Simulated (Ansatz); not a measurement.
Predict the output of the script below (Ansatz 0.2.0 through its Python package).

Input file `sns.extxyz`:
```text
8
Lattice="11.2 0.0 0.0 0.0 3.987 0.0 0.0 0.0 4.334" Properties=species:S:1:pos:R:3 pbc="T T T"
Sn    1.33728000    0.99675000    0.51921320
Sn    4.26272000    2.99025000    2.68621320
Sn    6.93728000    0.99675000    1.64778680
Sn    9.86272000    2.99025000    3.81478680
S     9.52896000    0.99675000    2.07728620
S     7.27104000    2.99025000    4.24428620
S     3.92896000    0.99675000    0.08971380
S     1.67104000    2.99025000    2.25671380
```

`vcrelax_sns.py`:
```python
# -*- coding: utf-8 -*-
"""Variable-cell relaxation of SnS."""

import json
import warnings

import ansatz as az
from ase import Atoms
from ase.io import write
from ase.neighborlist import neighbor_list
import numpy as np

OCCUPATIONS = "fixed"
MESH = (2, 6, 6)
FUNCTIONAL = "pbe"

def edges_and_angles(cell):
    cell = np.asarray(cell)
    a, b, c = np.linalg.norm(cell, axis=1)
    cosines = cell[1] @ cell[2] / (b * c), cell[0] @ cell[2] / (a * c), cell[0] @ cell[1] / (a * b)
    return (a, b, c, *np.degrees(np.arccos(cosines)))

warnings.simplefilter("ignore", az.DeckWarning)

crystal = az.Crystal.from_extxyz("sns.extxyz")

# edges free, angles fixed
base = (
    crystal.calculation()
    .occupations(OCCUPATIONS)
    .kpoints(*MESH, center="gamma")
    .functional(FUNCTIONAL)
    .relax(fix_cell=["angles"])
)
result = base.run(threads=1, pin="off", events_out="stream.ndjson")
with open("stream.ndjson") as stream:
    events = [json.loads(line) for line in stream]
steps = [e["data"] for e in events if e["event"] == "relax_step"]
rep = result.report
for s in steps:
    flag = "" if s["accepted"] else "  (rejected)"
    print("step %2d  E = %.5f eV  largest force component = %.4f eV/A%s" % (s["step"], s["lagrangian_ev"], s["allowed_force_max_ev_ang"], flag))

first, last = steps[0], steps[-1]
symbols = [site.symbol for site in result.lattice.sites]
print(f"energy gained {first['lagrangian_ev'] - last['lagrangian_ev']:.4f} eV in {len(steps) - 1} steps")
for label, vectors in (("before", first["cell_ang"]), ("after", result.lattice.cell_ang)):
    print(label, "a b c (A) {:.4f} {:.4f} {:.4f}  angles {:.2f} {:.2f} {:.2f}".format(*edges_and_angles(vectors)), f" V = {abs(np.linalg.det(vectors)):.3f} A^3")
print("final stress xx yy zz (GPa, compression positive):", np.round(np.diag(rep["stress_gpa"]), 3) + 0.0)

final = Atoms(symbols, positions=last["positions_ang"], cell=result.lattice.cell_ang, pbc=True)
i, j, d = neighbor_list("ijd", final, 4.5)
print("neighbours within 1.2 times the shortest distance of each atom (A)")
for atom in range(len(final)):
    near = [m for m in np.argsort(d) if i[m] == atom]
    shell = [m for m in near if d[m] < 1.2 * d[near[0]]]
    print(f"{symbols[atom]}{atom} ({len(shell)}):", ", ".join(f"{symbols[j[m]]} {d[m]:.3f}" for m in shell))

relaxed = Atoms(symbols, positions=[site.position_ang for site in result.lattice.sites], cell=result.lattice.cell_ang, pbc=True)
write("relaxed.cif", relaxed, format="cif")

print("%-22s %14.5f eV" % ("F = E - TS", rep["free_energy_ev"]))
print("%-22s %14.5f eV" % ("E", rep["internal_energy_ev"]))
print("%-22s %14.5f eV" % ("Harris-Foulkes", rep["harris_foulkes_ev"]))
print("%-22s %14.5f eV" % ("Fermi level", rep["fermi_energy_ev"]))
```

Running `python vcrelax_sns.py` prints:
```text
step  1  E = -27708.65991 eV  largest force component = 0.1011 eV/A
step  2  E = -27708.67613 eV  largest force component = 0.0812 eV/A
step  3  E = -27708.72584 eV  largest force component = 0.0158 eV/A
step  4  E = -27708.72593 eV  largest force component = 0.0183 eV/A  (rejected)
step  5  E = -27708.72878 eV  largest force component = 0.0125 eV/A
step  6  E = -27708.72890 eV  largest force component = 0.0080 eV/A
step  7  E = -27708.72893 eV  largest force component = 0.0016 eV/A
step  8  E = -27708.73138 eV  largest force component = 0.0021 eV/A
energy gained 0.0715 eV in 7 steps
before a b c (A) 11.2000 3.9870 4.3340  angles 90.00 90.00 90.00  V = 193.532 A^3
after a b c (A) 11.5098 4.0265 4.4480  angles 90.00 90.00 90.00  V = 206.140 A^3
final stress xx yy zz (GPa, compression positive): [-0.008 -0.003 -0.016]
neighbours within 1.2 times the shortest distance of each atom (A)
Sn0 (3): S 2.652, S 2.686, S 2.686
Sn1 (3): S 2.652, S 2.686, S 2.686
Sn2 (3): S 2.652, S 2.686, S 2.686
Sn3 (3): S 2.652, S 2.686, S 2.686
S4 (3): Sn 2.652, Sn 2.686, Sn 2.686
S5 (3): Sn 2.652, Sn 2.686, Sn 2.686
S6 (3): Sn 2.652, Sn 2.686, Sn 2.686
S7 (3): Sn 2.652, Sn 2.686, Sn 2.686
F = E - TS               -27708.73138 eV
E                        -27708.73138 eV
Harris-Foulkes           -27708.73138 eV
Fermi level                   7.26535 eV
```

File `relaxed.cif` afterwards:
```cif
data_image0
_chemical_formula_structural       Sn4S4
_chemical_formula_sum              "Sn4 S4"
_cell_length_a       11.50975937845846
_cell_length_b       4.026549531690524
_cell_length_c       4.447991633781159
_cell_angle_alpha    90.0
_cell_angle_beta     90.0
_cell_angle_gamma    90.0

_space_group_name_H-M_alt    "P 1"
_space_group_IT_number       1

loop_
  _space_group_symop_operation_xyz
  'x, y, z'

loop_
  _atom_site_type_symbol
  _atom_site_label
  _atom_site_symmetry_multiplicity
  _atom_site_fract_x
  _atom_site_fract_y
  _atom_site_fract_z
  _atom_site_occupancy
  Sn  Sn1       1.0  0.12242205107210065  0.25  0.1270226497746646  1.0000
  Sn  Sn2       1.0  0.37757794892789937  0.75  0.6270226497746645  1.0000
  Sn  Sn3       1.0  0.6224220510721006  0.25  0.37297735022533546  1.0000
  Sn  Sn4       1.0  0.8775779489278991  0.75  0.8729773502253354  1.0000
  S   S1        1.0  0.8490973902713139  0.25  0.4799258029543253  1.0000
  S   S2        1.0  0.6509026097286863  0.75  0.9799258029543254  1.0000
  S   S3        1.0  0.34909739027131376  0.25  0.020074197045674598  1.0000
  S   S4        1.0  0.15090260972868624  0.75  0.5200741970456747  1.0000
```

Notes:
- Total energies depend on the potentials; only differences at equal settings carry meaning. A total without «per atom» is that of the cell as typed.
- The Fermi level of a run with fixed occupations marks the highest occupied state on its mesh, not mid-gap.
- An absolute Fermi energy rests on an arbitrary zero of the periodic potential and has no direct meaning.
- Energies along a relaxation are free energies. Rows at an unchanged volume are solved on a plane-wave basis chosen afresh for that cell, so the energy jumps there and such rows are no steps of the walk.
- The starting cell is as deposited in a crystallographic database; the results hold for this polymorph, which needn't be the stable one.
- Run time: 110 s on 1 thread of Intel(R) Xeon(R) Platinum 8259CL CPU @ 2.50GHz (Skylake/Cascade Lake) (shared host), peak memory 0.69 GiB.
